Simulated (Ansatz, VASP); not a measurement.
Two plane-wave programs on HgTe

```xyz
4
Lattice="4.8195 0.0000 0.0000 -2.4098 4.1738 0.0000 0.0000 0.0000 7.1962" Properties=species:S:1:pos:R:3 pbc="T T T"
Hg    0.0000    2.7825    1.7991
Hg    2.4098    1.3913    5.3972
Te    2.4098    1.3913    1.7991
Te    0.0000    2.7825    5.3972
```

The cell was built by a generator and needn't be a form met in nature.

Alike in both runs: task single point; functional PBE; k mesh 6 × 6 × 4; occupations fermi-dirac, width 0.02 eV; no spin polarisation.

|  | VASP | Ansatz |
| --- | --- | --- |
| version | VASP 6.6.1 | Ansatz 0.2.0 |
| potentials or method | VASP PAW PBE potentials, release 64 (Hg, Te) | plane waves, PAW |
| plane-wave cutoff (eV) | 520 | 420 |
| valence electrons in the cell | 36 | 72 |

VASP gave:

| Quantity | Value |
| --- | --- |
| pressure (GPa) | 1.3 |
| largest component of the traceless stress (GPa) | 0.77 |

Estimate Ansatz's values.

pressure (GPa): 1.3; largest component of the traceless stress (GPa): 0.72.

The two sets of potentials don't hold the same shells in valence.

Caveats: this functional lacks dispersion, which binds the layers, so the pressure and a relaxed spacing across them are unreliable. The runs have no spin-orbit coupling, so splittings on Hg, Te are missing.
